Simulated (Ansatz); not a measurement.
## CuO: single point with HSE06 form with a typed share of exact exchange

Crystal: CuO.

```
Cu O
1.0
     2.30558   -1.72961    0.07281
     2.31576    1.74354    0.04815
    -0.70809   -0.03897    5.12907
Cu O
2 2
Direct
  0.01425 0.47965 0.06043
  0.47088 0.15407 0.47412
  0.56927 0.29603 0.26394
  0.44560 0.57025 0.70150
```

The cell isn't the ideal one: all atoms moved at random, sigma 0.25 Å a component, cell strained at random, sigma 0.03.

- Program: Ansatz 0.2.0
- Task: single point
- Functional: HSE06 form with a typed share of exact exchange
- Potentials or basis: Ansatz PAW
- Cutoff: 420 eV (not typed: the program's choice for these potentials)
- k mesh: 6 × 6 × 3
- Occupations: fermi-dirac, width 0.05 eV
- Spin: no spin polarisation
- Share of exact exchange: 0.35

- Pressure: 90.8 GPa
- Largest force: 42.022 eV/Å
- Band gap on the k mesh: 1.42 eV, indirect (least direct gap 1.64 eV)

Forces on the atoms (eV/Å):
```
Cu    0.124   1.251  -3.308
Cu  -26.418  -6.947  31.932
O    22.765   2.555 -32.455
O     3.529   3.141   3.831
```

Stress tensor (GPa, compression positive):
```
 88.84   6.69 -78.74
  6.69  25.17  -2.63
-78.74  -2.63 158.36
```

Levels at points of the mesh, in eV from the valence-band top:
| k point | band 22 | band 23 | band 24 | band 25 | band 26 | band 27 | band 28 | band 29 |
| --- | --- | --- | --- | --- | --- | --- | --- | --- |
| (0.00, 0.00, 0.00) | -2.56 | -2.09 | -0.87 | 0.00 | 2.02 | 3.57 | 8.84 | 9.04 |
| (0.00, -0.50, 0.00) | -2.33 | -1.92 | -1.70 | -0.15 | 2.24 | 7.13 | 8.07 | 9.28 |
| (-0.50, 0.00, 0.00) | -2.66 | -2.40 | -1.86 | -0.45 | 2.55 | 6.51 | 7.91 | 8.62 |
| (-0.50, -0.50, 0.00) | -2.55 | -2.06 | -1.94 | -1.36 | 3.05 | 5.80 | 9.17 | 10.23 |

It took 96 s on 2 threads of Arm Neoverse V1, with other jobs on the host, peak memory 1.4 GiB.

Caveat: the cell as given lies far from equilibrium; odd divisions of the mesh miss points on the zone boundary, where band edges often lie, so the gap on the mesh can be too wide; the pressure holds a Pulay correction of +0.8 GPa for the finite cutoff; the PAW data sets come from PBE, with cores solved anew for the run's functional, which leaves a small shift of forces and pressure; forces of over 1 eV/Å show positions far from the minimum, so gaps and moduli don't describe the material at rest; the thresholds are loose for stress. A k mesh can miss the band edges.
